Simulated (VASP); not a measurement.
A run of VASP 6.6.1 is set up as follows.

The input INCAR:

```
PREC     = Accurate       # precision mode
ENCUT    = 520            # plane-wave cutoff, eV
EDIFF    = 1E-6           # SCF threshold, eV
ISMEAR   = 1              # smearing method
SIGMA    = 0.02           # smearing width, eV
LREAL    = False          # projectors in reciprocal space
LASPH    = True           # aspherical terms in the spheres
NELM     = 150            # most SCF steps
ALGO     = Fast           # electronic algorithm
ISIF     = 2              # what is computed and relaxed
LWAVE    = False          # write WAVECAR
LCHARG   = False          # write CHGCAR
ISPIN    = 2              # spin polarisation
MAGMOM   = 3 -3 0 0 0 0   # initial moments
LORBIT   = 11             # projections on sites
LMAXMIX  = 4              # l up to which the mixer works
GGA      = CA             # functional
NBANDS   = 37             # bands
```

The input KPOINTS:

```
Automatic mesh
0
Gamma
  7 7 2
```

Contents of POSCAR:

```
CrO2
1.0
    1.4318600000     -2.6135190000      0.0000000000
    1.4318600000      2.6135190000      0.0000000000
    0.0000000000      0.0000000000     10.7884890000
Cr O
2 4
Direct
    0.0000000000      0.0000000000      0.5000000000
    0.0000000000      0.0000000000      0.0000000000
    0.6640970000      0.3359030000      0.5891990000
    0.6640970000      0.3359030000      0.9108010000
    0.3359030000      0.6640970000      0.4108010000
    0.3359030000      0.6640970000      0.0891990000
```

Potentials or basis: VASP PAW LDA potentials, release 64 (Cr_pv, O).

Launch:

```bash
$ cat potpaw_LDA.64/Cr_pv/POTCAR potpaw_LDA.64/O/POTCAR > POTCAR
$ mpirun -np 1 vasp_std > vasp.out
```

Estimate the band gap on the k mesh.

none (metal or under the smearing width).

Predict the pressure.

-16.2 GPa.

Estimate the largest force.

1.335 eV/Å.

Predict the net moment.

0.00 μB per cell.

Stress tensor (GPa, compression positive):
```
-15.42   0.00   0.00
  0.00 -22.11   0.00
  0.00   0.00 -11.03
```

Caveat: so large a pressure means that the cell lies far from this level's equilibrium, or that cutoff or potentials fall short; semilocal functionals often make such compounds metallic where correlation or magnetic order opens a gap, which also shifts bond lengths; forces of over 1 eV/Å show positions far from the minimum, so gaps and moduli don't describe the material at rest. With open d or f shells a metallic result of LDA can be an artefact of self-interaction; +U or a hybrid may open a gap.
